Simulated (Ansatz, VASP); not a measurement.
**One calculation of Ga, two programs**

INCAR

```
PREC = Accurate ; ENCUT = 520
EDIFF = 1E-6 ; ISMEAR = -1
SIGMA = 0.05 ; LREAL = F
LASPH = T ; NELM = 100
ALGO = Normal ; ISIF = 2
LWAVE = F ; LCHARG = F
GGA = PE ; NBANDS = 20
```

Contents of KPOINTS:

```
regular mesh
0
Gamma
  11 11 11
```

File POSCAR:

```
Ga
1.0
    0.0000000000      2.8169826535      2.8169826535
    2.8169826535      0.0000000000      2.8169826535
    2.8169826535      2.8169826535      0.0000000000
Ga
2
Direct
   -0.1250000000     -0.1250000000     -0.1250000000
    0.1250000000      0.1250000000      0.1250000000
```

Input for Ansatz:

```yaml
crystal:
  lattice:
    - [0.0, 2.8169826535, 2.8169826535]
    - [2.8169826535, 0.0, 2.8169826535]
    - [2.8169826535, 2.8169826535, 0.0]
  atoms:
    - { symbol: Ga, position: [-0.125, -0.125, -0.125] }
    - { symbol: Ga, position: [0.125, 0.125, 0.125] }
kpoints:
  mp_grid: { grid: [11, 11, 11] }
scf:
  occupations: { method: fermi_dirac, width: 0.05 }
hamiltonian:
  xc: pbe
  pseudopotentials: { kind: all_electron, lapw: { basis_error: 0.001 } }
output:
  forces: true
  stress: true
  eigenvalues: true
  populations: true
```

Change from the starting cell: volume scaled by 0.88, LAPW.

Alike in both runs: task single point; functional PBE; k mesh 11 × 11 × 11; occupations fermi-dirac, width 0.05 eV; no spin polarisation.

```csv
,VASP,Ansatz
version,VASP 6.6.1,Ansatz 0.2.0
potentials or method,"VASP PAW PBE potentials, release 64 (Ga_d)","all-electron LAPW, scalar-relativistic"
plane-wave cutoff (eV),520,see its input
```

```tsv
	VASP	Ansatz	Ansatz less VASP
pressure (GPa)	6.4	6.2	-0.19
```

Ansatz ran all-electron here, so the differences hold the error of VASP's frozen core and of both bases.
